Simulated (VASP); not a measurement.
Mo, 1 atom in the cell. The structure is cubic, space group Im-3m (No. 229). The conventional cell has a = 3.224 Å, b = 3.224 Å, c = 3.224 Å, α = 90.00°, β = 90.00°, γ = 90.00°. Mo (site symmetry m-3m) has 8 Mo at 2.79 Å as nearest neighbours.  The cell isn't the ideal one: a relaxed cell with its volume scaled by 1.06.

```yaml
Program: VASP 6.6.1
Task: single point
Functional: PBE
Potentials_or_basis: VASP PAW PBE potentials, release 64 (Mo_sv)
Cutoff: 700 eV
k_mesh: 18 × 18 × 18
Occupations: gaussian, width 0.1 eV
Spin: no spin polarisation
Further_INCAR_settings: ALGO = Normal; EDIFF = 1e-07; NBANDS = 13
```

Potentials or basis: VASP PAW PBE potentials, release 64 (Mo_sv).

Run with:

```sh
$ cat potpaw_PBE.64/Mo_sv/POTCAR > POTCAR
$ mpirun -np 1 vasp_std > vasp.out
```

Hardware: 1 thread of Intel(R) Xeon(R) Platinum 8175M CPU @ 2.50GHz (Skylake/Cascade Lake) (shared host).

Estimate the wall time of this run.

It took 41 s on 1 thread of Intel(R) Xeon(R) Platinum 8175M CPU @ 2.50GHz (Skylake/Cascade Lake), on a shared host, peak memory 0.18 GiB. Counts: scf iterations 11, k points 195.
